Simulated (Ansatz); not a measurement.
LiI (rock salt) is sheared across one {110} plane: the third cell vector gains the shift, so faults repeat every 6.4 Å. The cut lies between planes 2.13 Å apart; the cell height is held.

```
LiI
1.0
    4.25610     0.00000     0.00000
    0.00000     6.01904     0.00000
    2.12805     3.00952     6.38416
I Li
3 3
Cartesian
  1.77338   2.50793   5.32013
  1.77338   2.50793   1.06403
  3.90143   5.51745   3.19208
  1.77338   5.51745   5.32013
  1.77338   5.51745   1.06403
  3.90143   2.50793   3.19208
```

In-plane vectors a = (4.256, 0.000) Å, b = (0.000, 6.019) Å, area 25.62 Å². The shift is s times the vector a (length 4.256 Å), so s = 1 restores the start. Atoms relax along the normal only. γ = [E(shift) − E(0)] / area.

The numbers are results of PBE (plane waves to 420 eV, PAW, scalar-relativistic; Ansatz, a first-principles code), not measurements. k mesh 7×7×7 (Γ-centred), Fermi-Dirac smearing 0.05 eV. Energies are extrapolated to zero smearing. Faults lie only 6.4 Å apart, and holding the cell height raises γ above its relaxed value. LiI was relaxed with its symmetry unable to fall. Spin-orbit coupling is left out, though I is heavy. The zero of γ is zero shift.

| s | γ (mJ/m²) |
|---|---|
| 0.000 | 0 |
| 0.083 | 22 |
| 0.167 | 61 |
| 0.250 | 98 |
| 0.333 | 128 |
| 0.417 | withheld |
| 0.500 | 156 |
| 0.583 | withheld |
| 0.667 | 128 |
| 0.750 | 98 |
| 0.833 | 61 |
| 0.917 | 22 |

Problem. Fit a Fourier form (three harmonics of 1 − cos and sin) to the given rows and predict γ at s = 0.417.

Solution. Least squares on the 10 given rows: γ = (74.1)·[1 − cos(2πs)] + (10.5)·[1 − cos(4πs)] + (4.3)·[1 − cos(6πs)], in mJ/m²; root-mean-square residual 1.4 mJ/m². At 0.417 the fit gives 148 mJ/m²; the calculation gives 149 mJ/m², so the interpolation is off by -1 (-0.7 %). 

(The slope of γ gives the shear force per area between the displaced halves; near zero shift its curvature is an elastic stiffness.)
